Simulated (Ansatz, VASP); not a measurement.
Two plane-wave programs on C

Contents of INCAR:

```
ALGO = Normal
EDIFF = 1E-7
ENCUT = 520
GGA = PE
ISIF = 2
ISMEAR = 0
LASPH = T
LCHARG = F
LREAL = F
LWAVE = F
NBANDS = 16
NELM = 60
PREC = Accurate
SIGMA = 0.01
```

The input KPOINTS:

```
k-points
0
Gamma
  9 9 4
```

Contents of POSCAR:

```
C
1.0
    2.5031953710      0.0000000000      0.0000000000
   -1.2515976855      2.1678307819      0.0000000000
    0.0000000000      0.0000000000      4.1688692747
C
4
Direct
    0.3333333333      0.6666666667      0.0002313176
    0.6666666667      0.3333333333      0.5002313176
    0.3333333333      0.6666666667      0.3747686824
    0.6666666667      0.3333333333      0.8747686824
```

Input for Ansatz:

```yaml
crystal:
  lattice:
    - [2.503195371, 0.0, 0.0]
    - [-1.2515976855, 2.1678307819, 0.0]
    - [0.0, 0.0, 4.1688692747]
  atoms:
    - { symbol: C, position: [0.3333333333, 0.6666666667, 0.0002313176] }
    - { symbol: C, position: [0.6666666667, 0.3333333333, 0.5002313176] }
    - { symbol: C, position: [0.3333333333, 0.6666666667, 0.3747686824] }
    - { symbol: C, position: [0.6666666667, 0.3333333333, 0.8747686824] }
kpoints:
  mp_grid: { grid: [9, 9, 4] }
hamiltonian:
  xc: pbe
scf:
  occupations: { method: fixed }
  n_extra_bands: 5
output:
  forces: true
  stress: true
  eigenvalues: true
```

The cell was built by a generator and needn't be a form met in nature.

Alike in both runs: task single point; functional PBE; k mesh 9 × 9 × 4; no spin polarisation.

|  | VASP | Ansatz |
| --- | --- | --- |
| version | VASP 6.6.1 | Ansatz 0.2.0 |
| potentials or method | VASP PAW PBE potentials, release 64 (C) | plane waves, PAW |
| plane-wave cutoff (eV) | 520 | 420 |
| occupations | gaussian, width 0.01 eV | fixed |
| valence electrons in the cell | 16 | 16 |

Ansatz gave:

```
gap on the k mesh at the Fermi level (eV)       : 3.32
pressure (GPa)                                  : 4.2
largest component of the traceless stress (GPa) : 0.49
rms of the force components (eV/Å)              : 0.007
```

**Question.** Which values does VASP return?

**Answer.** gap on the k mesh at the Fermi level (eV): 3.31; pressure (GPa): 4.8; largest component of the traceless stress (GPa): 0.59; rms of the force components (eV/Å): 0.009.

Atom by atom the forces differ by 0.003 eV/Å (rms over components).

Caveats: an odd mesh through Γ misses points on the zone boundary, where band edges often lie.
